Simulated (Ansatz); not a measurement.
# EuS under changes of volume

One of the cells (26.424 Å³/atom); the others are scaled copies at fixed shape and fractional positions:

```
Eu S
1.0
     0.00000    2.97850    2.97850
     2.97850    0.00000    2.97850
     2.97850    2.97850    0.00000
Eu S
1 1
Direct
  0.00000 0.00000 0.00000
  0.50000 0.50000 0.50000
```

```yaml
Program: Ansatz 0.2.0
Functional: PBE0
Potentials_or_basis: Ansatz PAW
Cutoff: "420 eV (not typed: the program's choice for these potentials)"
k_mesh: 6 × 6 × 6
Occupations: fermi-dirac, width 0.05 eV
Spin: collinear spin, ferromagnetic start
Starting_moments: "[7.0, 0.0] μB"
```

```tsv
volume (Å³/atom)	energy over the lowest point (meV/atom)	pressure (GPa)	gap on the mesh (eV)
24.838	21.15	4.1	0.97
25.367	9.99	2.7	1.11
25.895	3.09	1.5	1.24
26.424	0.00	0.4	1.37
26.952	0.41	-0.6	1.49
27.481	3.98	-1.5	1.61
28.009	?	?	?
```

Question: What does the run at 28.009 Å³/atom give?

Answer: Energy over the lowest point 10.42 meV/atom; pressure -2.4 GPa; gap on the mesh 1.72 eV.

Worked out: A Birch-Murnaghan fit of order 3 (a polynomial in V^(-2/3)) to the other rows has its minimum at 26.62 Å³/atom with B0 = V·E''(V) = 51 GPa and B' = 3.9. It gives 10.42 meV/atom at 28.009 Å³/atom, against the run's 10.42, and -dE/dV = -2.4 GPa, against -2.4. A straight line through the other rows of the gap, of slope 6.32 eV per unit of ln V, extrapolates to 1.73 eV, against the run's 1.72.

Energies are extrapolated to zero smearing.

Caveats: the magnetic or orbital state may not be the lowest; spin-orbit coupling is left out, which moves the levels of the heavy elements; a cell with one magnetic atom can't hold antiferromagnetic order, which such compounds often take; the PAW data sets come from PBE, with cores solved anew for the run's functional, which leaves a small shift of forces and pressure; the thresholds are loose for stress.

A mesh can miss the band edges.
